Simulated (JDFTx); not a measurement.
The system is Cu.

```
Cu
1.0
     0.00000    1.80750    1.80750
     1.80750    0.00000    1.80750
     1.80750    1.80750    0.00000
Cu
1
Direct
  0.00000 0.00000 0.00000
```

```yaml
Program: JDFTx 1.7.0 (patched build)
Task: single point
Functional: PBEsol
Potentials_or_basis: PseudoDojo-SR-PBEsol-0.4.1-standard with smoothed tails
Cutoff: 1252 eV
Density_cutoff: 5007 eV
k_mesh: 13 × 13 × 13
Occupations: fermi-dirac, width 0.05 eV
Spin: no spin polarisation
```

On this cell: pressure -6.9 GPa; band gap on the k mesh none (metal or under the smearing width).

The same run follows on a disturbed copy (cell strained at random at fixed volume):

```
CELL_PARAMETERS angstrom
-0.00858 1.79575 1.80169
1.82295 -0.02405 1.81716
1.79533 1.78360 0.00357
ATOMIC_POSITIONS crystal
Cu 0.00146 0.97571 0.02932
```

Question: What does the disturbed cell give?

Answer: The energy (extrapolated to zero smearing) moves by +1.5 meV/atom; pressure -6.9 GPa; band gap on the k mesh none (metal or under the smearing width).

Stress tensor (GPa, compression positive):
```
-6.96  1.54 -0.77
 1.54 -6.64  0.54
-0.77  0.54 -7.04
```
